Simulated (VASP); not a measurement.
## HfO2 under changes of volume

One of the cells (11.476 Å³/atom); the others are scaled copies at fixed shape and fractional positions:

```
CELL_PARAMETERS angstrom
5.10748 0.00000 -0.01127
0.00000 5.17351 0.00000
-0.86844 0.00000 5.21371
ATOMIC_POSITIONS crystal
Hf 0.27658 0.45755 0.70782
Hf 0.72342 0.95755 0.79218
Hf 0.72342 0.54245 0.29218
Hf 0.27658 0.04245 0.20782
O 0.06945 0.16665 0.84380
O 0.93055 0.66665 0.65620
O 0.93055 0.83335 0.15620
O 0.06945 0.33335 0.34380
O 0.44729 0.74222 0.97930
O 0.55271 0.24222 0.52070
O 0.55271 0.25778 0.02070
O 0.44729 0.75778 0.47930
```

```yaml
Program: VASP 6.6.1
Functional: PBE
Dispersion: D3(BJ)
Potentials_or_basis: VASP PAW PBE potentials, release 64 (Hf_pv, O)
Cutoff: 520 eV
k_mesh: 4 × 4 × 4
Occupations: gaussian, width 0.02 eV
Spin: no spin polarisation
```

```tsv
volume (Å³/atom)	energy over the lowest point (meV/atom)	pressure (GPa)	gap on the mesh (eV)	largest force (eV/Å)
11.017	?	?	?	?
11.247	4.30	5.4	4.11	0.152
11.476	0.00	0.2	4.04	0.010
11.706	2.80	-4.5	3.97	0.126
11.935	12.02	-8.7	3.90	0.250
```

Task: What does the run at 11.017 Å³/atom give?

Result: Energy over the lowest point 16.53 meV/atom; pressure 11.3 GPa; gap on the mesh 4.17 eV; largest force 0.308 eV/Å.

Worked out: A Birch-Murnaghan fit of order 2 (a polynomial in V^(-2/3)) to the other rows has its minimum at 11.50 Å³/atom with B0 = V·E''(V) = 246 GPa at fixed shape and positions, which overstates the stiffness. It gives 16.50 meV/atom at 11.017 Å³/atom, against the run's 16.53, and -dE/dV = 11.4 GPa, against 11.3. A straight line through the other rows of the gap, of slope -3.54 eV per unit of ln V, extrapolates to 4.18 eV, against the run's 4.17.

Energies are extrapolated to zero smearing.

Caveats: spin-orbit coupling is left out, which moves the levels of the heavy elements.

A mesh can miss the band edges.
